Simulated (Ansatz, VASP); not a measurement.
**One calculation of NaI, two programs**

File INCAR:

```
  PREC = Accurate
  ENCUT = 520
  EDIFF = 1E-6
  ISMEAR = -1
  SIGMA = 0.05
  LREAL = F
  LASPH = T
  NELM = 100
  ALGO = Normal
  ISIF = 2
  LWAVE = F
  LCHARG = T
  GGA = PS
  LELF = T
  LVHAR = T
  NBANDS = 14
```

KPOINTS

```
Automatic mesh
0
Gamma
  7 7 7
```

File POSCAR:

```
NaI
1.0
    0.0000000000      3.2789890945      3.2789890945
    3.2789890945      0.0000000000      3.2789890945
    3.2789890945      3.2789890945      0.0000000000
I Na
1 1
Direct
    0.5000000000      0.5000000000      0.5000000000
    0.0000000000      0.0000000000      0.0000000000
```

File input.yaml:

```yaml
crystal:
  lattice:
    - [0.0, 3.2789890945, 3.2789890945]
    - [3.2789890945, 0.0, 3.2789890945]
    - [3.2789890945, 3.2789890945, 0.0]
  atoms:
    - { symbol: I, position: [0.5, 0.5, 0.5] }
    - { symbol: Na, position: [0.0, 0.0, 0.0] }
hamiltonian:
  xc: pbesol
  pseudopotentials: { kind: paw }
kpoints:
  mp_grid: { grid: [7, 7, 7] }
scf:
  occupations: { method: fermi_dirac, width: 0.05 }
output:
  forces: true
  stress: true
  eigenvalues: true
```

Alike in both runs: task single point; functional PBEsol; k mesh 7 × 7 × 7; occupations fermi-dirac, width 0.05 eV; no spin polarisation.

```csv
,VASP,Ansatz
version,VASP 6.6.1,Ansatz 0.2.0
potentials or method,"VASP PAW PBE potentials, release 64 (I, Na_pv)",Ansatz PAW
plane-wave cutoff (eV),520,420
valence electrons in the cell,14,26
```

|  | VASP | Ansatz | Ansatz less VASP |
| --- | --- | --- | --- |
| gap on the k mesh at the Fermi level (eV) | 3.41 | 3.42 | +0.004 |
| least direct gap on the mesh (eV) | 3.41 | 3.42 | +0.004 |
| pressure (GPa) | -1.0 | -1.0 | -0.03 |

The two sets of potentials don't hold the same shells in valence.

Caveats: spin-orbit coupling is left out, which moves the levels of the heavy elements; the PAW data sets were made with another functional, which shifts forces and pressure a little (VASP); odd divisions of the mesh miss points on the zone boundary, where band edges often lie, so the gap on the mesh can be too wide (Ansatz); the PAW data sets come from PBE, with cores solved anew for the run's functional, which leaves a small shift of forces and pressure (Ansatz).
